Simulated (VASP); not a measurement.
Here is a VASP 6.6.1 calculation.

Contents of INCAR:

```
SYSTEM = BN
PREC = Accurate ; ENCUT = 600
EDIFF = 1E-6 ; ISMEAR = 0
SIGMA = 0.05 ; LREAL = .False.
LASPH = .True. ; NELM = 80
ALGO = Normal ; ISIF = 3
LWAVE = .False. ; LCHARG = .False.
METAGGA = R2SCAN ; LMIXTAU = .True.
IVDW = 13 ; VDW_S6 = 1.0
VDW_S8 = 0.6018749 ; VDW_A1 = 0.51559235
VDW_A2 = 5.77342911 ; IBRION = 2
NSW = 60 ; EDIFFG = -0.01
```

KPOINTS

```
Automatic mesh
0
Gamma
  12 12 12
  0 0 0
```

File POSCAR:

```
BN
1.0
    1.2511217832      0.7223354983      3.3729344033
   -1.2511217832      0.7223354983      3.3729344033
    0.0000000000     -1.4446709966      3.3729344033
N B
1 1
Direct
    0.6672382000      0.6672382000      0.6672382000
    0.0003288000      0.0003288000      0.0003288000
```

Potentials or basis: VASP PAW PBE potentials, release 64 (N, B).

Launch:

```sh
$ cat potpaw_PBE.64/N/POTCAR potpaw_PBE.64/B/POTCAR > POTCAR
$ mpirun -np 1 vasp_std > vasp.out
```

(1) Predict the space group after relaxing (to 0.05 Å).

(2) Estimate the band gap on the k mesh.

Answers

(1) R3m (No. 160).

(2) 4.78 eV, indirect (least direct gap 5.40 eV).
